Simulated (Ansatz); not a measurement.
# H interstitial in TiAl3

Computed with Ansatz 0.2.0, DFT PBE, scalar-relativistic, plane waves, PAW. (420 eV cutoff, 5×5×5 k-mesh, Gaussian smearing of 0.10 eV, no spin polarisation)

Host crystal, relaxed:

```yaml
crystal:
  lattice:
    - [3.97973, 0.00000, 0.00000]
    - [0.00000, 3.97973, 0.00000]
    - [0.00000, 0.00000, 3.97973]
  atoms:
    - { symbol: Ti, position: [0.00000, 0.00000, 0.00000] }
    - { symbol: Al, position: [0.50000, 0.50000, 0.00000] }
    - { symbol: Al, position: [0.50000, 0.00000, 0.50000] }
    - { symbol: Al, position: [0.00000, 0.50000, 0.50000] }
```

Supercell of 16 atoms, rows in host cell vectors: -1 1 1; 1 -1 1; 1 1 -1. Atoms relax at the host's cell, keeping the symmetry that the supercell leaves at the site. The cell is small, so energies carry finite-size errors of tenths of an eV. The host is a metal. Atoms are taken from and returned to the elements' standard states.

Defect: H interstitial set at (0.000, 0.000, 0.500) of the host cell. Before relaxation its nearest neighbours are 2 Ti at 1.99 Å, 4 Al at 1.99 Å.

```tsv
charge	E_f at the valence band top (eV)	moment (μB)	largest move (Å)	atoms near the site
0	1.03	0.00	0.08	2 Ti at 1.93 Å, 4 Al at 2.07 Å
```

Cost: 2 runs of about 2.9 core-minutes in all, on Intel Xeon Processor @ 2.70GHz (shared hosts).